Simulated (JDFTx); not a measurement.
# NaH (Fm-3m) in JDFTx: further runs

Runs on NaH. Level: LDA. Tasks: equation of state.

All numbers are computed with JDFTx 1.7.0 (patched build); they aren't measurements. Logs are shortened: lines on timing, memory, paths and dates and some standing lists are left out, and cuts for length are marked. The log counts tension as positive stress, the text compression.

## (1) The structure

It takes space group Fm-3m (No. 225, cubic). Conventional cell: a = 4.880 Å, b = 4.880 Å, c = 4.880 Å, α = 90.00°, β = 90.00°, γ = 90.00°. Na (site symmetry m-3m) is surrounded by 6 H at 2.44 Å. Around H (site symmetry m-3m) lie 6 Na at 2.44 Å.

## (2) Equation of state, LDA, 13.66 Å³/atom (volume scaled by 0.94)

Contents of NaH.in:

```
lattice \
    0.0000000000     4.5168046848     4.5168046848 \
    4.5168046848     0.0000000000     4.5168046848 \
    4.5168046848     4.5168046848     0.0000000000
coords-type Cartesian
ion Na     0.0000000000     0.0000000000     0.0000000000 1
ion H      4.5168046848     4.5168046848     4.5168046848 1

ion-species pseudo/Na.upf
ion-species pseudo/H.upf
elec-cutoff 44 352
elec-ex-corr lda-PW
kpoint-folding 9 9 9
elec-smearing Fermi 0.0018374661
elec-n-bands 10
electronic-SCF nIterations 100 energyDiffThreshold 1e-09
electronic-minimize nIterations 30 energyDiffThreshold 1e-7
forces-output-coords Cartesian

dump-name run.$VAR
dump End Ecomponents EigStats BandEigs Kpoints Forces Stress ElecDensity Dtot KEdensity
```

Potentials or basis: PseudoDojo-SR-LDA-0.4.1-standard with smoothed tails.

Started as:

```console
$ jdftx -c 1 -i NaH.in -o NaH.out
```

Log:

```text
*************** JDFTx 1.7.0 (patched build) ***************

[... 5 lines left out ...]
Found 48 point-group symmetries of the bravais lattice
Found 48 space-group symmetries with basis
Applied RMS atom displacement 3.65503e-16 bohrs to make symmetries exact.

---------- Initializing the Grid ----------
R =
[            0       4.5168       4.5168  ]
[       4.5168            0       4.5168  ]
[       4.5168       4.5168            0  ]
unit cell volume = 184.299
G =
[  -0.695534   0.695534   0.695534  ]
[   0.695534  -0.695534   0.695534  ]
[   0.695534   0.695534  -0.695534  ]
Minimum fftbox size, Smin = [  56  56  56  ]
Chosen fftbox size, S = [  56  56  56  ]

---------- Initializing tighter grid for wavefunction operations ----------
R =
[            0       4.5168       4.5168  ]
[       4.5168            0       4.5168  ]
[       4.5168       4.5168            0  ]
unit cell volume = 184.299
G =
[  -0.695534   0.695534   0.695534  ]
[   0.695534  -0.695534   0.695534  ]
[   0.695534   0.695534  -0.695534  ]
Minimum fftbox size, Smin = [  40  40  40  ]
Chosen fftbox size, S = [  40  40  40  ]

---------- Exchange Correlation functional ----------
Initalized Slater LDA exchange.
Initalized Perdew-Wang LDA correlation.

---------- Setting up pseudopotentials ----------
Width of ionic core gaussian charges (only for fluid interactions / plotting) set to 0

Reading pseudopotential file 'pseudo/Na.upf':
  'Na' pseudopotential, 'SLA  PW   NOGX NOGC' functional
  Generated using ONCVPSP code by D. R. Hamann
  9 valence electrons, 3 orbitals, 4 projectors, 1001 radial grid points, with lMax = 1
    2S    l: 0   occupation:  2.0   eigenvalue: -2.070187
    2P    l: 1   occupation:  6.0   eigenvalue: -1.059373
    3S    l: 0   occupation:  1.0   eigenvalue: -0.103610
  Core radius for overlap checks: 1.48 bohrs.

Reading pseudopotential file 'pseudo/H.upf':
  'H' pseudopotential, 'SLA  PW   NOGX NOGC' functional
  Generated using ONCVPSP code by D. R. Hamann
  1 valence electrons, 1 orbitals, 3 projectors, 1001 radial grid points, with lMax = 1
    1S    l: 0   occupation:  1.0   eigenvalue: -0.233459
  Core radius for overlap checks: 0.96 bohrs.

Initialized 2 species with 2 total atoms.

Folded 1 k-points by 9x9x9 to 729 k-points.

---------- Setting up k-points, bands, fillings ----------
Reduced to 35 k-points under symmetry.
Computing the number of bands and number of electrons
Calculating initial fillings.
nElectrons:  10.000000   nBands: 10   nStates: 35

----- Setting up reduced wavefunction bases (one per k-point) -----
average nbasis = 2569.099 , ideal nbasis = 2569.194

---------- Setting up ewald sum ----------
Optimum gaussian width for ewald sums = 2.051455 bohr.
Real space sum over 1331 unit cells with max indices [  5  5  5  ]
Reciprocal space sum over 2197 terms with max indices [  6  6  6  ]

---------- Allocating electronic variables ----------
Initializing wave functions:  linear combination of atomic orbitals
Note: number of bands (10) exceeds available atomic orbitals (6)
Na pseudo-atom occupations:   s ( 2 1 )  p ( 6 )
H pseudo-atom occupations:   s ( 1 )
	FillingsUpdate:  mu: +0.147965621  nElectrons: 10.000000
LCAOMinimize: Iter:   0  F: -46.1871669791898540  |grad|_K:  2.684e-03  alpha:  1.000e+00
	FillingsUpdate:  mu: +0.100000000  nElectrons: 10.000000
LCAOMinimize: Iter:   1  F: -46.1960429195932250  |grad|_K:  3.526e-05  alpha:  6.882e-01  linmin:  2.203e-01  cgtest: -3.629e-01
	FillingsUpdate:  mu: +0.100000000  nElectrons: 10.000000
LCAOMinimize: Iter:   2  F: -46.1960444761158726  |grad|_K:  1.346e-05  alpha:  8.344e-01  linmin:  4.757e-04  cgtest:  3.840e-01
LCAOMinimize: Encountered beta<0, resetting CG.
	FillingsUpdate:  mu: +0.100000000  nElectrons: 10.000000
LCAOMinimize: Iter:   3  F: -46.1960446922490533  |grad|_K:  3.095e-07  alpha:  6.821e-01  linmin: -7.591e-04  cgtest:  2.279e-03
	FillingsUpdate:  mu: +0.100000000  nElectrons: 10.000000
LCAOMinimize: Iter:   4  F: -46.1960446924107018  |grad|_K:  2.252e-08  alpha:  9.635e-01  linmin:  1.022e-03  cgtest: -7.639e-03
LCAOMinimize: Converged (|Delta F|<1.000000e-06 for 2 iters).

-------- Electronic minimization -----------
Will mix electronic density at each iteration.
	FillingsUpdate:  mu: +0.100000000  nElectrons: 10.000000
	FillingsUpdate:  mu: +0.100000000  nElectrons: 10.000000
SCF: Cycle:  0   F: -46.204598932874148   dF: -8.554e-03   |Residual|: 2.373e-02   |deigs|: 1.300e-01
	FillingsUpdate:  mu: +0.100000000  nElectrons: 10.000000
SCF: Cycle:  1   F: -46.204849841854795   dF: -2.509e-04   |Residual|: 9.464e-03   |deigs|: 4.368e-03
	FillingsUpdate:  mu: +0.100000000  nElectrons: 10.000000
SCF: Cycle:  2   F: -46.204898715153483   dF: -4.887e-05   |Residual|: 1.299e-03   |deigs|: 1.488e-03
	FillingsUpdate:  mu: +0.100000000  nElectrons: 10.000000
SCF: Cycle:  3   F: -46.204898909459693   dF: -1.943e-07   |Residual|: 2.395e-04   |deigs|: 1.306e-04
	FillingsUpdate:  mu: +0.100000000  nElectrons: 10.000000
SCF: Cycle:  4   F: -46.204898935743813   dF: -2.628e-08   |Residual|: 5.270e-05   |deigs|: 1.245e-04
	FillingsUpdate:  mu: +0.100000000  nElectrons: 10.000000
SCF: Cycle:  5   F: -46.204898936771912   dF: -1.028e-09   |Residual|: 2.317e-05   |deigs|: 4.507e-05
	FillingsUpdate:  mu: +0.100000000  nElectrons: 10.000000
SCF: Cycle:  6   F: -46.204898936858022   dF: -8.611e-11   |Residual|: 2.424e-06   |deigs|: 6.219e-05
	FillingsUpdate:  mu: +0.100000000  nElectrons: 10.000000
SCF: Cycle:  7   F: -46.204898936867650   dF: -9.628e-12   |Residual|: 9.441e-07   |deigs|: 6.417e-05
SCF: Converged (|Delta E|<1.000000e-09 for 2 iters).

Setting wave functions to eigenvectors of Hamiltonian

# Stress tensor in Cartesian coordinates [Eh/a0^3]:
[  4.71019e-05            0            0  ]
[            0  4.71019e-05            0  ]
[            0            0  4.71019e-05  ]

# Ionic positions in cartesian coordinates:
ion Na   0.000000000000000   0.000000000000000   0.000000000000000 1
ion H   4.516804684800001   4.516804684800001   4.516804684800001 1

# Forces in Cartesian coordinates:
force Na  -0.000000000000000  -0.000000000000000   0.000000000000000 1
force H   0.000000000000000   0.000000000000000  -0.000000000000000 1

# Energy components:
   Eewald =      -21.8945642776948084
       EH =       18.1697284217013930
     Eloc =      -48.7988450780783367
      Enl =      -14.9476889878419552
      Exc =       -7.0154236111260904
       KE =       28.2818945961721511
-------------------------------------
     Etot =      -46.2048989368676501
       TS =        0.0000000000000000
-------------------------------------
        F =      -46.2048989368676501

IonicMinimize: Iter:   0  F: -46.204898936867650  |grad|_K:  4.305e-42
IonicMinimize: Converged (|grad|_K<1.000000e-04).

#--- Lowdin population analysis ---
# oxidation-state Na +0.576
# oxidation-state H -0.552

Dumping 'run.eigStats' ...
	eMin: -1.796745 at state 0 ( [ +0.000000 +0.000000 +0.000000 ] spin 0 )
	HOMO: +0.026923 at state 33 ( [ +0.111111 +0.444444 -0.333333 ] spin 0 )
	mu  : +0.100000
	LUMO: +0.165861 at state 9 ( [ +0.000000 +0.111111 -0.444444 ] spin 0 )
	eMax: +0.706325 at state 22 ( [ +0.000000 +0.333333 -0.333333 ] spin 0 )
	HOMO-LUMO gap: +0.138938
	Optical gap  : +0.167239 at state 9 ( [ +0.000000 +0.111111 -0.444444 ] spin 0 )
Done!
[note: mu as printed may lie anywhere between the filled and the empty levels]
```

It took 15 s on 1 thread of Intel Xeon 6975P-C (Granite Rapids), shared host; peak memory 0.09 GiB.

What came out:

```yaml
Free_energy: -1257.2994 eV
Pressure: -1.4 GPa
Band_gap_on_the_k_mesh: 3.78 eV, indirect (least direct gap 4.55 eV)
Loewdin_charges: Na +0.58; H -0.55 e
```

Caveat: an odd mesh through Γ misses points on the zone boundary, where band edges often lie.

## (3) Equation of state, LDA, 13.95 Å³/atom (volume scaled by 0.96)

Contents of NaH.in:

```
lattice \
    0.0000000000     4.5486142164     4.5486142164 \
    4.5486142164     0.0000000000     4.5486142164 \
    4.5486142164     4.5486142164     0.0000000000
coords-type Cartesian
ion Na     0.0000000000     0.0000000000     0.0000000000 1
ion H      4.5486142164     4.5486142164     4.5486142164 1

ion-species pseudo/Na.upf
ion-species pseudo/H.upf
elec-cutoff 44 352
elec-ex-corr lda-PW
kpoint-folding 9 9 9
elec-smearing Fermi 0.0018374661
elec-n-bands 10
electronic-SCF nIterations 100 energyDiffThreshold 1e-09
electronic-minimize nIterations 30 energyDiffThreshold 1e-7
forces-output-coords Cartesian

dump-name run.$VAR
dump End Ecomponents EigStats BandEigs Kpoints Forces Stress
```

Potentials or basis: PseudoDojo-SR-LDA-0.4.1-standard with smoothed tails.

Started as:

```console
$ jdftx -c 1 -i NaH.in -o NaH.out
```

Wall time 15 s (1 thread of Intel Xeon 6975P-C (Granite Rapids), shared host); peak memory 0.09 GiB.

Results (log left out):

```yaml
Free_energy: -1257.2935 eV
Pressure: -1.8 GPa
Band_gap_on_the_k_mesh: 3.74 eV, indirect (least direct gap 4.50 eV)
Loewdin_charges: Na +0.57; H -0.55 e
```

Caveat: an odd mesh through Γ misses points on the zone boundary, where band edges often lie.

## (4) Equation of state, LDA, 14.24 Å³/atom (volume scaled by 0.98)

NaH.in, as its differences from that of step 3:

```diff
@@ -1,8 +1,8 @@
 lattice \
-    0.0000000000     4.5486142164     4.5486142164 \
-    4.5486142164     0.0000000000     4.5486142164 \
-    4.5486142164     4.5486142164     0.0000000000
+    0.0000000000     4.5799849609     4.5799849609 \
+    4.5799849609     0.0000000000     4.5799849609 \
+    4.5799849609     4.5799849609     0.0000000000
 coords-type Cartesian
 ion Na     0.0000000000     0.0000000000     0.0000000000 1
-ion H      4.5486142164     4.5486142164     4.5486142164 1
+ion H      4.5799849609     4.5799849609     4.5799849609 1
```

Started as:

```console
$ jdftx -c 1 -i NaH.in -o NaH.out
```

Run time: 14 s. Hardware: 1 thread of Intel Xeon 6975P-C (Granite Rapids), shared host; peak memory 0.09 GiB.

Results (log left out):

* Free energy: -1257.2862 eV
* Pressure: -2.2 GPa
* Band gap on the k mesh: 3.71 eV, indirect (least direct gap 4.46 eV)
* Loewdin charges: Na +0.57; H -0.55 e

Caveat: an odd mesh through Γ misses points on the zone boundary, where band edges often lie.

## (5) Equation of state, LDA, 14.53 Å³/atom

NaH.in, as its differences from that of step 4:

```diff
@@ -1,8 +1,8 @@
 lattice \
-    0.0000000000     4.5799849609     4.5799849609 \
-    4.5799849609     0.0000000000     4.5799849609 \
-    4.5799849609     4.5799849609     0.0000000000
+    0.0000000000     4.6109317441     4.6109317441 \
+    4.6109317441     0.0000000000     4.6109317441 \
+    4.6109317441     4.6109317441     0.0000000000
 coords-type Cartesian
 ion Na     0.0000000000     0.0000000000     0.0000000000 1
-ion H      4.5799849609     4.5799849609     4.5799849609 1
+ion H      4.6109317441     4.6109317441     4.6109317441 1
```

Started as:

```console
$ jdftx -c 1 -i NaH.in -o NaH.out
```

Wall time 14 s (1 thread of Intel Xeon 6975P-C (Granite Rapids), shared host); peak memory 0.09 GiB.

The run converged. Its results:

* Free energy: -1257.2774 eV
* Pressure: -2.6 GPa
* Band gap on the k mesh: 3.67 eV, indirect (least direct gap 4.42 eV)
* Loewdin charges: Na +0.57; H -0.55 e

Caveat: an odd mesh through Γ misses points on the zone boundary, where band edges often lie.

## (6) Equation of state, LDA, 14.82 Å³/atom (volume scaled by 1.02)

NaH.in, as its differences from that of step 5:

```diff
@@ -1,8 +1,8 @@
 lattice \
-    0.0000000000     4.6109317441     4.6109317441 \
-    4.6109317441     0.0000000000     4.6109317441 \
-    4.6109317441     4.6109317441     0.0000000000
+    0.0000000000     4.6414686058     4.6414686058 \
+    4.6414686058     0.0000000000     4.6414686058 \
+    4.6414686058     4.6414686058     0.0000000000
 coords-type Cartesian
 ion Na     0.0000000000     0.0000000000     0.0000000000 1
-ion H      4.6109317441     4.6109317441     4.6109317441 1
+ion H      4.6414686058     4.6414686058     4.6414686058 1
```

Potentials or basis: PseudoDojo-SR-LDA-0.4.1-standard with smoothed tails.

Started as:

```console
$ jdftx -c 1 -i NaH.in -o NaH.out
```

Wall time 13 s (1 thread of Intel Xeon 6975P-C (Granite Rapids), shared host); peak memory 0.09 GiB.

Results (log left out):

* Free energy: -1257.2674 eV
* Pressure: -2.9 GPa
* Band gap on the k mesh: 3.64 eV, indirect (least direct gap 4.37 eV)
* Loewdin charges: Na +0.57; H -0.55 e

Caveat: an odd mesh through Γ misses points on the zone boundary, where band edges often lie.

## (7) Equation of state, LDA, 15.11 Å³/atom (volume scaled by 1.04)

NaH.in, as its differences from that of step 6:

```diff
@@ -1,8 +1,8 @@
 lattice \
-    0.0000000000     4.6414686058     4.6414686058 \
-    4.6414686058     0.0000000000     4.6414686058 \
-    4.6414686058     4.6414686058     0.0000000000
+    0.0000000000     4.6716088569     4.6716088569 \
+    4.6716088569     0.0000000000     4.6716088569 \
+    4.6716088569     4.6716088569     0.0000000000
 coords-type Cartesian
 ion Na     0.0000000000     0.0000000000     0.0000000000 1
-ion H      4.6414686058     4.6414686058     4.6414686058 1
+ion H      4.6716088569     4.6716088569     4.6716088569 1
```

Started as:

```console
$ jdftx -c 1 -i NaH.in -o NaH.out
```

Run time: 14 s. Hardware: 1 thread of Intel Xeon 6975P-C (Granite Rapids), shared host; peak memory 0.09 GiB.

It converged, with:

- Free energy: -1257.2563 eV
- Pressure: -3.2 GPa
- Band gap on the k mesh: 3.61 eV, indirect (least direct gap 4.33 eV)
- Loewdin charges: Na +0.57; H -0.54 e

Caveat: an odd mesh through Γ misses points on the zone boundary, where band edges often lie.

## (8) Equation of state, LDA, 15.40 Å³/atom (volume scaled by 1.06)

NaH.in, as its differences from that of step 7:

```diff
@@ -1,8 +1,8 @@
 lattice \
-    0.0000000000     4.6716088569     4.6716088569 \
-    4.6716088569     0.0000000000     4.6716088569 \
-    4.6716088569     4.6716088569     0.0000000000
+    0.0000000000     4.7013651296     4.7013651296 \
+    4.7013651296     0.0000000000     4.7013651296 \
+    4.7013651296     4.7013651296     0.0000000000
 coords-type Cartesian
 ion Na     0.0000000000     0.0000000000     0.0000000000 1
-ion H      4.6716088569     4.6716088569     4.6716088569 1
+ion H      4.7013651296     4.7013651296     4.7013651296 1
```

Started as:

```console
$ jdftx -c 1 -i NaH.in -o NaH.out
```

It took 15 s on 1 thread of Intel Xeon 6975P-C (Granite Rapids), shared host; peak memory 0.1 GiB.

The run converged. Its results:

```yaml
Free_energy: -1257.2442 eV
Pressure: -3.5 GPa
Band_gap_on_the_k_mesh: 3.57 eV, indirect (least direct gap 4.29 eV)
Loewdin_charges: Na +0.57; H -0.54 e
```

Caveat: an odd mesh through Γ misses points on the zone boundary, where band edges often lie.

## (9) Equation of state, LDA

Potentials or basis: PseudoDojo-SR-LDA-0.4.1-standard with smoothed tails.

No new run: the results of the series are fitted here.

What came out:

```
Equilibrium volume : 12.91 Å³/atom (rough: see the caveat)
Bulk modulus       : 27 GPa (rough)
```

Energy against volume, from the lowest point:
```csv
volume (Å³/atom),energy (meV/atom)
13.655,0.00
13.946,2.92
14.236,6.60
14.527,10.97
14.817,15.96
15.108,21.51
15.398,27.56
```

Caveat: the minimum lies outside the volumes run.
